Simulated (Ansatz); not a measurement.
## VSi2N4 monolayer in a perpendicular field

Aim: how the VSi2N4 monolayer screens a field along its normal, and what the field does to its bands. A positive field points along +c.

Calculated with Ansatz 0.2.0; plane-wave DFT, r2SCAN-D4, Ansatz PAW.

## (1) Starting point

The cell holds 7 atoms: 4 N, 2 Si and 1 V. Cell: a = 2.920 Å, b = 2.920 Å, c = 44.631 Å, α = 90.0°, β = 90.0°, γ = 120.0°. Vacuum lies along c.

Coordinates:

```xyz
7
Lattice="2.9200 0.0000 0.0000 -1.4600 2.5288 0.0000 0.0000 0.0000 44.6308" Properties=species:S:1:pos:R:3
N     0.0000    0.0000   18.9000
Si    0.0000    1.6859   19.3694
N     0.0000    1.6859   21.1194
V     0.0000    0.0000   22.3154
N     0.0000    1.6859   23.5114
Si    0.0000    1.6859   25.2614
N     0.0000    0.0000   25.7308
```

## (2) Relaxation

The starting cell is a guess, so the in-plane lattice and the atoms are relaxed first, with the slab cut off from its images along the normal.

File input.yaml:

```yaml
crystal:
  lattice:
    - [2.92, 0.0, 0.0]
    - [-1.46, 2.5287941791, 0.0]
    - [0.0, 0.0, 44.6308141166]
  atoms:
    - { symbol: "N", position: [0.0, 0.0, 0.423474238] }
    - { symbol: Si, position: [0.3333333333, 0.6666666667, 0.4339923585] }
    - { symbol: "N", position: [0.3333333333, 0.6666666667, 0.4732029361] }
    - { symbol: V, position: [0.0, 0.0, 0.5], spin: 1.0 }
    - { symbol: "N", position: [0.3333333333, 0.6666666667, 0.5267970639] }
    - { symbol: Si, position: [0.3333333333, 0.6666666667, 0.5660076415] }
    - { symbol: "N", position: [0.0, 0.0, 0.576525762] }
  periodic: [true, true, false]
magnetization:
  spin_polarized: true
kpoints:
  mp_grid: { grid: [12, 12, 1] }
hamiltonian:
  xc: r2scan
  dispersion: d4
scf:
  occupations: { method: fermi_dirac, width: 0.05 }
  convergence: { dr2_threshold: 1.0e-09 }
relax:
  f_tol: 0.004
  max_steps: 90
  cell: {}
output:
  write_potential: true
  write_density: true
  volumetric_format: npy
```

Run with:

```console
ansatz run input.yaml --threads 4 --pin off --max-ram 6144MiB --backend cpu --events-out ev --progress --plain --runs-dir out
```

Numbers of over 12 decimals in the logs are rounded to 6 here.

Log:

```text
Warning: relax.cell: scf.convergence.dr2_threshold = 1e-9 eV is looser than the 2.47108561653e-10 eV advised for a relaxation that steers and ends on the stress (1e-10 eV for each atom of the cell: 7, times the square of relax.cell.stress_2d_tol = 0.05 N/m over 16.8 Å (the atoms' height at the walk's start and 5 Å past either face), 2.971e-2 GPa, over a crystal's default 0.05). What an SCF threshold leaves in a stress goes as its square root, and in the free energy as the threshold itself, and one threshold admits the most on a small cell: [figures from the program's tests cut] Set scf.convergence.dr2_threshold to 2.47108561653e-10 eV or tighter. [rest of the remark cut]
Engine: ansatz 0.2.0, aarch64-unknown-linux-gnu
Pseudopotentials: kind: paw
Pseudopotential: N, paw, valence charge 5, recommended cutoff 500 eV (meta_gga), N.paw.azcp
Pseudopotential: Si, paw, valence charge 4, recommended cutoff 500 eV (meta_gga), Si.paw.azcp
Pseudopotential: V, paw, valence charge 13, recommended cutoff 500 eV (meta_gga), V.paw.azcp
Functional definition: r2SCAN
  parameter k0 = 0.174
  parameter k1 = 0.065
  parameter a1 = 4.9479
  exchange = r2scan_x(k0 = k0, k1 = k1, a1 = a1)
  correlation = r2scan_c
Crystal: 7 atoms, lattice volume = 329.557 Å³
Basis set: ecut = 500 eV, 8419 PW (Γ), exchange–correlation on 96×96×1440 points (64 copies of the dense FFT grid, shifted against one another)
Bands: 28, of which v1, the nominal top of the filled ones, is band 21 counted from 1 (20 counted from 0)
Symmetry: 12 space group operations
Space group: P-6m2 (ITA 187), of the structure as read, at distance tolerance 6.9e-5 Å
Magnetic group: BNS 187.209 (UNI 1439), of the structure as read, at distance tolerance 6.9e-5 Å
k-points: 19 of 144 (time reversal used)
Non-local potential: N, projectors of the file, l = 0: 2, l = 1: 2, l = 2: 1
Non-local potential: Si, projectors of the file, l = 0: 2, l = 1: 2, l = 2: 2
Non-local potential: V, projectors of the file, l = 0: 3, l = 1: 2, l = 2: 3, l = 3: 1
PAW form: soft (Blöchl's): semilocal exchange-correlation on the pseudo side does not see the compensation charge
PAW frozen core: N, regenerated for the run's functional (the file was generated under x = pbe(κ = 0.804, μ = 0.219515), c = pbe(β = 0.066725))
PAW frozen core: Si, regenerated for the run's functional (the file was generated under x = pbe(κ = 0.804, μ = 0.219515), c = pbe(β = 0.066725))
PAW frozen core: V, regenerated for the run's functional (the file was generated under x = pbe(κ = 0.804, μ = 0.219515), c = pbe(β = 0.066725))
PAW one-centre angular grid: N, 302 points (default); XC on 160 Gauss nodes
PAW one-centre angular grid: Si, 302 points (default); XC on 160 Gauss nodes
PAW one-centre angular grid: V, 590 points (default); XC on 160 Gauss nodes
Initial density: superposition of atomic densities (neutral atoms: chi_scale 0, normalization atom)
Starting moments: Σ|m| = 1 μB on 1 of 7 sites
Initial wavefunctions: pseudopotential atomic-orbital guess
Functional: x = r2scan, c = r2scan; τ floored in thin density (d = 2e-4 eV/Å³)
SCF iter   1: F=—  HF=-5750.374858 eV  |F-HF|=—  |Δ(HF+E_count)|=         —  Δρ=4.59e-2 (↑4.59e-2 ↓4.48e-2)  dr2=3.03e1  dr2_τ=7.14e-1  dr2_m=4.84e-2  M=0.946 μB ∫|m|=1.030 μB  β_m=1.00  ethr=3.10e-3  ⟨swp⟩=15.2  Hψ=9352  notcnv=0
Mixer restart at iter 1: flushing history
preconditioner: auto → LDOS  [metal: Δε(μ)=0.075 eV  Ē_g=13.071 eV  σ=0.050 eV  W_gap=0.33  n_scr=26 (ndim 8)  ℏωp=11.8 eV  f_vac=0.758  D(μ)=0.72/eV (n_scr^D=8)]
spin=Collinear: LDOS preconditioning applied to the charge; magnetization (m = ρ↑ − ρ↓) channel mixes plain (no charge-response kernel on spin).
SCF iter   2: F=—  HF=-5743.217034 eV  |F-HF|=—  |Δ(HF+E_count)|=    7.16e0  Δρ=1.82e-2 (↑1.62e-2 ↓1.82e-2)  dr2=4.11e0  dr2_τ=9.38e-2  dr2_m=1.89e-2  M=0.999 μB ∫|m|=1.145 μB  β_m=1.00  ethr=3.10e-3  ⟨swp⟩=4.7  Hψ=3524  notcnv=0  defer=71  κ⁻¹=1.0e0(r=1)
preconditioner: auto → Resta (q_TF=auto, 1.928 Å⁻¹)  ε∞=1.9  [insulator: Δε(μ)=0.502 eV  Ē_g=12.105 eV  σ=0.050 eV  W_gap=0.98  n_scr=26 (ndim 8)  ℏωp=11.8 eV  f_vac=0.761  D(μ)=0.01/eV (n_scr^D=0)  ε∞_Penn≈1.9  vacuum switching on, ρ_ref=1.1e-2 e/Å³]
spin=Collinear: Resta preconditioning applied to the charge; magnetization (m = ρ↑ − ρ↓) channel mixes plain (no charge-response kernel on spin).
SCF iter   3: F=—  HF=-5742.512392 eV  |F-HF|=—  |Δ(HF+E_count)|=   7.05e-1  Δρ=9.38e-3 (↑9.38e-3 ↓8.74e-3)  dr2=4.71e-1  dr2_τ=8.37e-3  dr2_m=2.82e-3  M=1.000 μB ∫|m|=1.219 μB  β_m=1.00  ethr=3.10e-3  ⟨swp⟩=3.6  Hψ=2736  notcnv=0  defer=71  κ⁻¹=4.6e-2(r=2)
SCF iter   4: F=—  HF=-5742.651148 eV  |F-HF|=—  |Δ(HF+E_count)|=   1.39e-1  Δρ=6.26e-3 (↑6.26e-3 ↓6.16e-3)  dr2=2.34e-1  dr2_τ=3.17e-3  dr2_m=1.11e-4  M=1.000 μB ∫|m|=1.234 μB  β_m=1.00  ethr=1.15e-3  ⟨swp⟩=2.7  Hψ=1729  notcnv=0  defer=77  κ⁻¹=2.4e-3(r=3)
SCF iter   5: F=—  HF=-5742.807663 eV  |F-HF|=—  |Δ(HF+E_count)|=         —  Δρ=1.40e-3 (↑1.16e-3 ↓1.40e-3)  dr2=1.23e-2  dr2_τ=5.42e-4  dr2_m=4.87e-4  M=1.000 μB ∫|m|=1.317 μB  β_m=1.00  ethr=5.70e-4  ⟨swp⟩=3.1  Hψ=2237  notcnv=0  defer=77  κ⁻¹=2.4e-3(r=3)
SCF iter   6: F=—  HF=-5742.803865 eV  |F-HF|=—  |Δ(HF+E_count)|=   3.80e-3  Δρ=7.18e-4 (↑7.18e-4 ↓5.41e-4)  dr2=3.16e-3  dr2_τ=1.00e-4  dr2_m=3.18e-4  M=1.000 μB ∫|m|=1.347 μB  β_m=1.00  ethr=2.99e-5  ⟨swp⟩=3.3  Hψ=2807  notcnv=0  defer=77  κ⁻¹=2.7e-4(r=4)
SCF iter   7: F=—  HF=-5742.805018 eV  |F-HF|=—  |Δ(HF+E_count)|=   1.15e-3  Δρ=4.08e-4 (↑3.53e-4 ↓4.08e-4)  dr2=7.22e-4  dr2_τ=3.07e-5  dr2_m=2.56e-5  M=1.000 μB ∫|m|=1.363 μB  β_m=1.00  ethr=7.70e-6  ⟨swp⟩=3.1  Hψ=1976  notcnv=0  defer=77  κ⁻¹=2.1e-5(r=5)
SCF iter   8: F=—  HF=-5742.804927 eV  |F-HF|=—  |Δ(HF+E_count)|=         —  Δρ=1.32e-4 (↑1.32e-4 ↓1.25e-4)  dr2=1.35e-4  dr2_τ=3.09e-6  dr2_m=1.19e-5  M=1.000 μB ∫|m|=1.382 μB  β_m=1.00  ethr=1.76e-6  ⟨swp⟩=2.9  Hψ=2395  notcnv=0  defer=77  κ⁻¹=2.1e-5(r=5)
SCF iter   9: F=—  HF=-5742.804971 eV  |F-HF|=—  |Δ(HF+E_count)|=   4.46e-5  Δρ=7.92e-5 (↑7.92e-5 ↓7.20e-5)  dr2=5.08e-5  dr2_τ=8.93e-7  dr2_m=3.10e-7  M=1.000 μB ∫|m|=1.382 μB  β_m=1.00  ethr=3.29e-7  ⟨swp⟩=3.2  Hψ=2048  notcnv=0  defer=77  κ⁻¹=2.0e-6(r=6)
SCF iter  10: F=—  HF=-5742.805212 eV  |F-HF|=—  |Δ(HF+E_count)|=   2.40e-4  Δρ=5.55e-5 (↑3.26e-5 ↓5.55e-5)  dr2=1.94e-5  dr2_τ=3.77e-7  dr2_m=1.71e-6  M=1.000 μB ∫|m|=1.381 μB  β_m=1.00  ethr=1.24e-7  ⟨swp⟩=2.6  Hψ=1978  notcnv=0  defer=77  κ⁻¹=1.1e-7(r=7)
[...]
SCF iter   1: F=—  HF=-5742.992568 eV  |F-HF|=—  |Δ(HF+E_count)|=         —  Δρ=2.32e-5 (↑2.32e-5 ↓2.12e-5)  dr2=1.14e-6  dr2_τ=6.58e-7  dr2_m=4.69e-8  M=1.000 μB ∫|m|=1.288 μB  β_m=1.00  ethr=8.94e-8  ⟨swp⟩=7.1  Hψ=15621  notcnv=0
spin=Collinear: Resta preconditioning applied to the charge; magnetization (m = ρ↑ − ρ↓) channel mixes plain (no charge-response kernel on spin).
SCF iter   2: F=—  HF=-5742.992492 eV  |F-HF|=—  |Δ(HF+E_count)|=   7.66e-5  Δρ=1.85e-5 (↑1.79e-5 ↓1.85e-5)  dr2=2.53e-6  dr2_τ=9.12e-8  dr2_m=5.07e-9  M=1.000 μB ∫|m|=1.288 μB  β_m=1.00  ethr=2.77e-9  ⟨swp⟩=4.3  Hψ=2690  notcnv=0  κ⁻¹=1.0e0(r=1)
SCF iter   3: F=—  HF=-5742.992492 eV  |F-HF|=—  |Δ(HF+E_count)|=   1.81e-7  Δρ=1.67e-5 (↑1.60e-5 ↓1.67e-5)  dr2=1.86e-6  dr2_τ=7.86e-8  dr2_m=3.69e-9  M=1.000 μB ∫|m|=1.288 μB  β_m=1.00  ethr=2.77e-9  ⟨swp⟩=1.0  Hψ=1065  notcnv=0  κ⁻¹=2.2e-2(r=2)
SCF iter   4: F=—  HF=-5742.992492 eV  |F-HF|=—  |Δ(HF+E_count)|=   1.08e-8  Δρ=7.29e-6 (↑7.29e-6 ↓6.21e-6)  dr2=2.85e-7  dr2_τ=1.57e-8  dr2_m=3.79e-9  M=1.000 μB ∫|m|=1.288 μB  β_m=1.00  ethr=2.77e-9  ⟨swp⟩=2.6  Hψ=1965  notcnv=0  κ⁻¹=6.5e-5(r=3)
SCF iter   5: F=—  HF=-5742.992492 eV  |F-HF|=—  |Δ(HF+E_count)|=   4.82e-7  Δρ=4.86e-6 (↑4.86e-6 ↓4.86e-6)  dr2=5.16e-8  dr2_τ=8.73e-9  dr2_m=1.73e-10  M=1.000 μB ∫|m|=1.288 μB  β_m=1.00  ethr=6.94e-10  ⟨swp⟩=2.8  Hψ=2104  notcnv=0  κ⁻¹=6.3e-5(r=4)
SCF iter   6: F=—  HF=-5742.992493 eV  |F-HF|=—  |Δ(HF+E_count)|=   6.25e-7  Δρ=2.22e-6 (↑2.22e-6 ↓2.20e-6)  dr2=2.27e-8  dr2_τ=1.88e-9  dr2_m=4.50e-10  M=1.000 μB ∫|m|=1.288 μB  β_m=1.00  ethr=1.26e-10  ⟨swp⟩=3.1  Hψ=2432  notcnv=0  κ⁻¹=6.2e-5(r=5)
SCF iter   7: F=—  HF=-5742.992493 eV  |F-HF|=—  |Δ(HF+E_count)|=   2.42e-7  Δρ=1.25e-6 (↑1.25e-6 ↓1.20e-6)  dr2=1.25e-8  dr2_τ=4.40e-10  dr2_m=2.58e-11  M=1.000 μB ∫|m|=1.288 μB  β_m=1.00  ethr=5.53e-11  ⟨swp⟩=2.9  Hψ=2171  notcnv=0  κ⁻¹=6.1e-5(r=6)
SCF iter   8: F=—  HF=-5742.992493 eV  |F-HF|=—  |Δ(HF+E_count)|=   1.19e-7  Δρ=6.15e-7 (↑6.15e-7 ↓6.11e-7)  dr2=1.88e-9  dr2_τ=1.19e-10  dr2_m=4.35e-12  M=1.000 μB ∫|m|=1.289 μB  β_m=1.00  ethr=3.05e-11  ⟨swp⟩=3.3  Hψ=2320  notcnv=0  κ⁻¹=3.9e-5(r=7)
SCF iter   9: F=—  HF=-5742.992493 eV  |F-HF|=—  |Δ(HF+E_count)|=   3.01e-8  Δρ=3.17e-7 (↑3.17e-7 ↓2.16e-7)  dr2=5.12e-10  dr2_τ=1.24e-11  dr2_m=3.78e-11  M=1.000 μB ∫|m|=1.289 μB  β_m=1.00  ethr=4.59e-12  ⟨swp⟩=4.0  Hψ=2600  notcnv=0  κ⁻¹=1.4e-5(r=8)
SCF iter  10: F=-5742.992493 eV  HF=-5742.992493 eV  |F-HF|=9.57e-10  |Δ(HF+E_count)|=  5.35e-10  Δρ=2.05e-7 (↑1.95e-7 ↓2.05e-7)  dr2=7.80e-10  dr2_τ=4.63e-12  dr2_m=1.34e-12  M=1.000 μB ∫|m|=1.289 μB  ethr=1.25e-12  ⟨swp⟩=12.7  Hψ=8473  notcnv=0
SCF 7 converged in 10 iterations: F = -5742.992493 eV  dr2 = 7.80e-10
relax step   7: F+E_penalty+E_count = -5742.99249322 eV  Δ(F+E_penalty+E_count) = +1.106e-3 eV  max|allowed force component| = 2.764e-4 eV/Å  Δτ_max = 0.0000 Å  P = +0.003 N/m  Ω = 316.587 Å³  fix = [c, alpha, beta]  reactions: c +0.000 N/m  stress off target by 2.75e-3 N/m on what of the cell is left free  SCF on the basis re-selected at this cell (its energy is not comparable with the rows above)  (10 SCF iters)
basis re-selected at this cell: Δ(F+E_penalty+E_count) = +1.106e-3 eV, ΔP = +0.004 N/m vs the last step (what re-selecting the basis moved, of the pressure what is left beyond the Pulay correction that the steps carried, after the strain that the cell walked since its last selection, with what the two solves' SCF thresholds leave and, on support functions, any second-order correction that the steps lacked; it is no m [...]
WARN: The output density's exchange-correlation potential varies sharply where the density is thin. Do not read a vacuum level from v_tot or v_xc, or from such a field of the output density. On a cell that repeats whose density bears no net charge and no dipole along the vacuum's axis use v_es (v_loc + v_h of the components); under efield.dipole_correction with no amplitude use v_es + v_field, which holds any externa [...]
SCF converged after 10 iterations
Stability not checked: this state was not tested for a lower state beside it, because the mixer in use, unlike msr1, does not test its closes by its own steps (another_mixer; see scf.mixing.algorithm and scf.lower_state_search)
Magnetization: 0.9999 μB (21.0000 up, 20.0000 down)
Absolute magnetization: 1.2889 μB (∫|ρ↑−ρ↓|, with the PAW one-centre terms)
Spin contamination: 0.0248 ħ² per cell (⟨S²⟩ above its minimum at these occupations)
Per-site moments (μB) at R_I (Å): [(0.00059628, 0.714276), (0.00301866, 0.714276), (-0.058363, 0.719180), (0.808631, 0.832851), (-0.058363, 0.719180), (0.00301866, 0.714276), (0.00059628, 0.714276)]
Free energy (F): -5742.992493 eV
Harris-Foulkes:  -5742.992493 eV  (|F-HF|=9.57e-10)
Internal energy: -5742.992444 eV  (E = F + TS)
E sigma→0 (E₀):  -5742.992469 eV
Entropy (-TS):   -0.000049 eV (-0.007 meV/atom)
Fermi energy:    -5.472988 eV
--- Per-component energies (eV) ---
  E_band       = -862.457656
  E_kinetic    = 965.168909
  E_local      = -186052.314606  (includes V_loc(G=0)·N_el)
  E_nonlocal   = 178.617567
  E_hartree    = 92464.568933
  E_xc         = -475.645749
  E_vxc        = -633.433122  (∫ρ·V_xc dr)
  E_paw        = -2675.272214  (= ΣΔE_a)
  E_vpaw       = -286.647232  (= ΣTr[D̂ρ^β])
  E_aug_tail   = 0.000255  (compensation charges beyond the density's cutoff)
  E_vtau       = 37.015603  (kinetic-family band-sum trace: ∫τ·v_τ [+ j·A + Jᵃ·Aᵃ] dr)
  E_ewald      = 89853.094297
  E_disp       = -0.672930  (pairwise vdW)
  E_core_change = -0.536905  (= ΣΔE_core)
  E_smearing   = -0.000049  (= −TS)
  E_closure    = 0.000000  (closes the sum)
  Σ components = -5742.992493   (vs F -5742.992493, Δ=0.00e0)
--- Forces (eV/Å), atoms counted from 1 ---
  atom   1  N     -0.00000000    -0.00000000    -0.00024342
  atom   2  Si     0.00000000     0.00000000    -0.00027639
  atom   3  N     -0.00000000    -0.00000000     0.00018948
  atom   4  V     -0.00000000    -0.00000000     0.00000000
  atom   5  N     -0.00000000    -0.00000000    -0.00018948
  atom   6  Si     0.00000000     0.00000000     0.00027639
  atom   7  N     -0.00000000    -0.00000000     0.00024342
  max |Σ_I F_I| component: 5.18e-16 eV/Å
--- 2D stress c σ (N/m, compression-positive) ---
        0.002746       0.000000       0.000000
        0.000000       0.002746       0.000000
        0.000000       0.000000       0.000000
  P = ½ c Tr σ = 0.0027 N/m
--- Band table (eV; the first three rows and the last of 38) ---
  k-point 0 ↑: bands = [... 17 lower, -7.6086, -7.5708, -7.5708, -5.7551, -2.8541, -2.8541, -2.8366, -2.8366, ... 3 higher]
  k-point 1 ↑: bands = [... 17 lower, -7.8596, -7.7041, -7.4045, -5.8348, -3.0172, -2.9357, -2.9182, -2.6944, ... 3 higher]
  k-point 2 ↑: bands = [... 17 lower, -8.2121, -8.0333, -7.4741, -6.1347, -3.2677, -3.1579, -2.9154, -2.3540, ... 3 higher]
  k-point 18 ↓: bands = [... 17 lower, -9.4551, -7.7741, -7.1240, -4.8027, -2.8738, -2.2011, -1.8278, -1.3055, ... 3 higher]
  the weakly bound empty levels are not read free of the cell's end (no_gap_told)
--- Relaxed structure (6 steps of the walk, 5 accepted, 1 SCFs on fresh bases) ---
  F+E_penalty+E_count = -5742.99249322 eV   max|allowed force component| = 2.764e-4 eV/Å   (the final SCF, on the basis selected at the relaxed cell)
  cell:  # Å, volume = 316.5867 Å³
    - [2.861960, 0.0, 0.0]
    - [-1.430980, 2.478530, 0.0]
    - [0.0, 0.0, 44.6308141166]
  atoms:
    - { symbol: N, position: [1.0573552618554996e-17, -5.135725556199062e-17, 0.423338] }
    - { symbol: Si, position: [0.333333, 0.666667, 0.434939] }
    - { symbol: N, position: [0.333333, 0.666667, 0.474003] }
    - { symbol: V, position: [1.0573552618554987e-17, -5.135725556199064e-17, 0.500000] }
    - { symbol: N, position: [0.333333, 0.666667, 0.525997] }
    - { symbol: Si, position: [0.333333, 0.666667, 0.565061] }
    - { symbol: N, position: [1.0573552618554996e-17, -5.135725556199062e-17, 0.576662] }
```

Elapsed: 3.1 min, on 4 threads of Arm Neoverse V2, shared host; peak memory 1.6 GiB; 12 min of CPU time.

Relaxation path:

| step | energy less that of the first step (eV) | largest force component (eV/Å) | volume (Å³) |
| --- | --- | --- | --- |
| 1 | 0.0000 | 0.9949 | 329.56 |
| 2 | -0.1704 | 0.0845 | 321.27 |
| 3 | -0.1874 | 0.1016 | 316.09 |
| 4 | -0.1839 | 0.2719 | 316.22 |
| 5 | -0.1883 | 0.0211 | 316.61 |
| 6 | -0.1883 | 0.0004 | 316.59 |
| 7* | -0.1872 | 0.0003 | 316.59 |

Relaxation steps marked * repeat the geometry before them on a plane-wave basis chosen anew for their cell, so energy and pressure can jump there. Relaxation step 4 was tried and not accepted.

The run keeps the 12 symmetry operations that it works with, so distortions that break them were not tested.

| cell as run | before | after | change |
| --- | --- | --- | --- |
| a (Å) | 2.920 | 2.862 | -2.0 % |
| b (Å) | 2.920 | 2.862 | -2.0 % |

The atoms that moved most (Å, along periodic axes as changes of fractional coordinates times the final cell, across vacuum about the mean position):

| atom | dx | dy | dz | length |
| --- | --- | --- | --- | --- |
| Si2 | 0.000 | 0.000 | 0.042 | 0.042 |
| Si6 | 0.000 | 0.000 | -0.042 | 0.042 |
| N3 | 0.000 | 0.000 | 0.036 | 0.036 |
| N5 | 0.000 | 0.000 | -0.036 | 0.036 |
| N7 | 0.000 | 0.000 | 0.006 | 0.006 |
| N1 | 0.000 | 0.000 | -0.006 | 0.006 |

Final coordinates:

```xyz
7
Lattice="2.8620 0.0000 0.0000 -1.4310 2.4785 0.0000 0.0000 0.0000 44.6308" Properties=species:S:1:pos:R:3
N     0.0000    0.0000   18.8939
Si    0.0000    1.6524   19.4117
N     0.0000    1.6524   21.1551
V     0.0000    0.0000   22.3154
N     0.0000    1.6524   23.4757
Si    0.0000    1.6524   25.2191
N     0.0000    0.0000   25.7369
```

Numbers from this step:

| Quantity | Value |
| --- | --- |
| total moment | 0.9999 μB |
| site moments | 5.96e-4, 0.003019, -0.05836, 0.8086, -0.05836, 0.003019, 5.96e-4 μB |

Site moment by atom:

| atom | site moment (μB) |
| --- | --- |
| N1 | 0.001 |
| Si2 | 0.003 |
| N3 | -0.058 |
| V4 | 0.809 |
| N5 | -0.058 |
| Si6 | 0.003 |
| N7 | 0.001 |

The lattice constant a goes from 2.920 to 2.862 Å.

[end of part 1 of 3]

[Logs are printed without paths, hosts, clocks, repeated set-up lines and the standing remarks that a program may print on its own settings, such as how far it seeks lower states.]

[Hosts, paths, dates, database ids (printed as entryN), source tags and the programs' standing remarks are cut or masked in the printed files.]

[Maps of the electrostatic potential energy from Ansatz leave out the sawtooth potential of an applied field or a dipole correction, so their vacuum need not be flat; planar profiles and work functions include it.]
